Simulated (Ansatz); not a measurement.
Reaction (ligand exchange at a Ge–O bond): `CC(C)(C)[O][Ge][F]` + CH₃OH → `C[O][Ge][F]` + `CC(C)(C)O`

Computed with Ansatz on PBE0-D4/def2-TZVP structures; ΔE is electronic, products minus reactants. CCSD(T)/CBS is the MP2 limit (def2-TZVPP, def2-QZVPP) plus CCSD(T) − MP2 in def2-TZVPP, frozen cores. This one scheme is used for every species. For Ge outer-core shells are correlated without core-valence functions, which leaves a few kJ/mol of doubt a bond. Scalar relativity is left out up to krypton. One conformer a species, not always the lowest.

`CC(C)(C)[O][Ge][F]`:

```xyz
16

C     0.513   -0.682    1.499
C    -0.015   -0.149    0.177
C    -0.435    1.307    0.316
C     1.025   -0.314   -0.921
O    -1.165   -0.949   -0.132
Ge   -2.341   -1.013   -1.438
F    -1.767    0.302   -2.482
H     1.398   -0.123    1.814
H    -0.249   -0.591    2.276
H     0.782   -1.735    1.403
H    -0.816    1.690   -0.632
H     0.416    1.921    0.619
H    -1.213    1.404    1.077
H     0.647    0.068   -1.870
H     1.936    0.234   -0.667
H     1.284   -1.369   -1.039
```

CH₃OH:

```xyz
6

C    -0.192    0.136   -0.267
O     0.828    0.088    0.704
H    -0.088    1.086   -0.793
H    -1.195    0.102    0.178
H    -0.107   -0.672   -1.003
H     0.755   -0.740    1.182
```

`C[O][Ge][F]`:

```xyz
7

C    -0.198    0.546    0.582
O    -0.781    0.093   -0.623
Ge   -0.175   -1.119   -1.752
F     1.323   -1.552   -0.917
H     0.745    0.039    0.798
H    -0.017    1.622    0.508
H    -0.897    0.371    1.404
```

`CC(C)(C)O`:

Cartesian coordinates in Å:
```
C 0.006 1.179 -0.828
C 0.122 0.062 0.200
C -1.203 -0.162 0.904
C 0.608 -1.224 -0.455
O 1.030 0.449 1.230
H -0.311 2.105 -0.343
H 0.970 1.359 -1.314
H -0.718 0.928 -1.607
H -1.527 0.756 1.398
H -1.101 -0.941 1.661
H -1.973 -0.465 0.192
H -0.092 -1.568 -1.220
H 0.720 -2.010 0.294
H 1.578 -1.069 -0.938
H 1.890 0.603 0.827
```

| species | HF/def2-TZVPP energy (Eh) |
| --- | --- |
| `CC(C)(C)[O][Ge][F]` | -2406.58802 |
| CH₃OH | -115.09501 |
| `C[O][Ge][F]` | -2289.43209 |
| `CC(C)(C)O` | -232.25389 |

**Question.** Work out ΔE.

**Answer.** ΔE = (-2289.43209) + (-232.25389) − (-2406.58802) − (-115.09501) = -0.00295 Eh = -0.08 eV. CCSD(T)/CBS gives -0.01 eV.

Largest T1 diagnostic among the species: 0.015.

In def2-TZVPP, CCSD(T) changes the Hartree–Fock value by +0.08 eV (the triples alone add +0.02 eV) and MP2 by +0.08 eV. Leaving LDA and LC-ωPBE aside and taking each functional with its dispersion term where it has one, the values, not all of them listed here, spread over 0.06 eV, from B2PLYP to BLYP-D4.
